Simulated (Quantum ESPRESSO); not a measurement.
The system is Al2Pt.

```
Pt Al
1.0
     0.00000    2.95500    2.95500
     2.95500    0.00000    2.95500
     2.95500    2.95500    0.00000
Pt Al
1 2
Direct
  0.00000 0.00000 0.00000
  0.75000 0.75000 0.75000
  0.25000 0.25000 0.25000
```

* Program: Quantum ESPRESSO 7.5
* Task: single point
* Functional: PBEsol
* Potentials or basis: GBRV 1.5 PBEsol
* Cutoff: 612 eV
* Density cutoff: 4898 eV
* k mesh: 8 × 8 × 8
* Occupations: fermi-dirac, width 0.05 eV
* Spin: no spin polarisation

On this cell: pressure -1.2 GPa; largest force zero by symmetry; band gap on the k mesh none (metal or under the smearing width).

The same run follows on a disturbed copy (atoms moved at random, drawn with an rms of 0.05 Å):

```
Pt Al
1.0
     0.00000    2.95500    2.95500
     2.95500    0.00000    2.95500
     2.95500    2.95500    0.00000
Pt Al
1 2
Direct
  0.01173 0.98495 0.99436
  0.75402 0.75336 0.74357
  0.25103 0.24881 0.25647
```

**Question.** What does the disturbed cell give?

**Answer.** The energy (extrapolated to zero smearing) moves by +7.7 meV/atom; pressure -1.0 GPa; largest force 0.563 eV/Å; band gap on the k mesh none (metal or under the smearing width).

Forces in eV/Å, atoms in the order of the input:
```
Pt   0.537 -0.075  0.151
Al  -0.161  0.140 -0.160
Al  -0.376 -0.065  0.010
```

Stress tensor (GPa, compression positive):
```
-1.06  0.49 -0.60
 0.49 -0.89 -0.64
-0.60 -0.64 -0.92
```
